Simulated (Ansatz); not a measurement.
PbS, space group Pma2, densities of the highest filled and lowest empty bands

Computed with the Ansatz DFT code, driven from Python.

At the Python prompt:
```pycon
>>> import itertools
>>> import ansatz as az
>>> import numpy as np
>>> crystal = (
...     az.Lattice.orthorhombic(7.003867, 6.145872, 6.277372)
...     .space_group(28, hermann_mauguin="Pma2")
...     .atom("Pb", [0.25, 0.305372, 0.000899])
...     .atom("Pb", [0.75, 0.1644, 0.546534])
...     .atom("S", [0.0, 0.0, 0.860383])
...     .atom("S", [0.25, 0.246868, 0.412083])
... )
>>> crystal.resolved().sites[-1]
Site(symbol='S', position=(0.75, 0.753132, 0.412083), moment=None, axis=None, held=None, saved=None)
>>> calculation = (
...     crystal.calculation()
...     .functional(az.Functional.PBESOL)
...     .basis(21 * az.Ha)
...     .kpoints(3, center="gamma")
...     .occupations("fixed")
...     .band_densities([("v1", "v1"), ("c1", "c1")])
... )
>>> done = calculation.run(threads=1, pin="off")

>>> summary = done.report
>>> done.lattice.cell_ang
array([[7.00386700e+00, 0.00000000e+00, 0.00000000e+00],
       [3.76326124e-16, 6.14587200e+00, 0.00000000e+00],
       [3.84378176e-16, 3.84378176e-16, 6.27737200e+00]])
>>> summary["free_energy_ev"]
-50561.88057678088
>>> # share of each window within a sphere about each atom, summed on the grid
>>> cell = np.asarray(done.lattice.cell_ang)
>>> for names, window in zip([("v1", "v1"), ("c1", "c1")], done.band_densities().windows):
...     density = window.outcome.density
...     rho = density.channels[0].density_e_per_ang3
...     axes = density.fft_grid_basis @ cell
...     points = np.stack(np.meshgrid(*(np.arange(n) / n for n in rho.shape), indexing="ij"), axis=-1)
...     print("bands", names, "electrons", np.round(window.outcome.n_electrons, 3), "peak", round(float(rho.max()), 3), "e/A^3")
...     for index, site in enumerate(done.lattice.sites):
...         offset = points - np.asarray(site.position_ang) @ np.linalg.inv(axes)
...         offset -= np.round(offset)
...         distance = np.min([np.linalg.norm((offset + image) @ axes, axis=-1) for image in itertools.product((-1, 0, 1), repeat=3)], axis=0)
...         print(f"   {index} {site.symbol:2s} {100 * rho[distance < 1.2].sum() / rho.sum():5.1f} % within 1.2 A")
...
bands ('v1', 'v1') electrons [2.] peak 0.12 e/A^3
   0 Pb   2.0 % within 1.2 A
   1 Pb   2.0 % within 1.2 A
   2 Pb   2.8 % within 1.2 A
   3 Pb   2.8 % within 1.2 A
   4 S    9.6 % within 1.2 A
   5 S    9.6 % within 1.2 A
   6 S   18.0 % within 1.2 A
   7 S   18.0 % within 1.2 A
bands ('c1', 'c1') electrons [2.] peak 0.059 e/A^3
   0 Pb   7.1 % within 1.2 A
   1 Pb   7.1 % within 1.2 A
   2 Pb   2.1 % within 1.2 A
   3 Pb   2.1 % within 1.2 A
   4 S    4.8 % within 1.2 A
   5 S    4.8 % within 1.2 A
   6 S    3.2 % within 1.2 A
   7 S    3.2 % within 1.2 A
```

What to keep in mind:
- Absolute energies stand on the zero of these potentials, so only differences at equal settings mean something. A total without «per atom» is that of the cell as typed.
- Spin-orbit coupling, which matters for elements this heavy, is left out.
- This cell is a computed structure, which may not be the phase found in nature.
- The windows are summed over all k-points with every state counted as full, the empty ones too; where a window cuts a degenerate level its bands share the weight. Values near the nuclei depend on the potentials. Spheres that overlap count density twice, so shares are no populations.
- Run time: 20 s on 1 thread of Arm Neoverse V1, on a shared host, peak memory 0.57 GiB.

(Lines on the test bed's own set-up are left out of the output.)
